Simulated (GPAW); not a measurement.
Fe in GPAW: the effect of target pressure

Crystal: Fe.

```xyz
1
Lattice="-1.4430 1.4430 1.4430 1.4430 -1.4430 1.4430 1.4430 1.4430 -1.4430" Properties=species:S:1:pos:R:3 pbc="T T T"
Fe    0.0000    0.0000    0.0000
```

Alike in all runs:

* Program: GPAW 26.7.0
* Task: relaxation of cell and atoms
* Functional: PBEsol
* Potentials or basis: PAW data sets generated in the run's folder for this functional
* Cutoff: 600 eV
* Basis: pw
* k mesh: 13 × 13 × 13
* Occupations: fermi-dirac, width 0.05 eV
* Spin: collinear spin, ferromagnetic start
* Starting moments: [3.0] μB

Each run relaxes the cell or the atoms first.

```tsv
target pressure	target pressure	relaxed volume (Å³/atom)	moment (μB)
0 GPa	-	10.95	2.07
2 GPa	2 GPa	10.85	2.06
5 GPa	5 GPa	10.72	2.04
10 GPa	10 GPa	10.51	2.01
20 GPa	20 GPa	?	?
30 GPa	30 GPa	9.89	1.97
```

Task: What does the run with target pressure 20 GPa give?

Result: Relaxed volume 10.18 Å³/atom; moment 1.99 μB.

Worked out: In Murnaghan's law V^(-B') rises as a straight line in P. The other rows fit best with B' = 5.5, V0 = 10.95 Å³/atom and B0 = 220 GPa, which gives 10.17 Å³/atom at 20 GPa, against the run's 10.18. A parabola through the other rows of the moment, of slope -0.00208 μB per GPa there, gives 1.98 μB, against the run's 1.99.

Caveats: each step starts from the last one's moments, so a moment once lost doesn't come back; later steps reuse the first step's grids; the volume moved by over 15 % at a fixed basis, so the end points are rough (some runs).
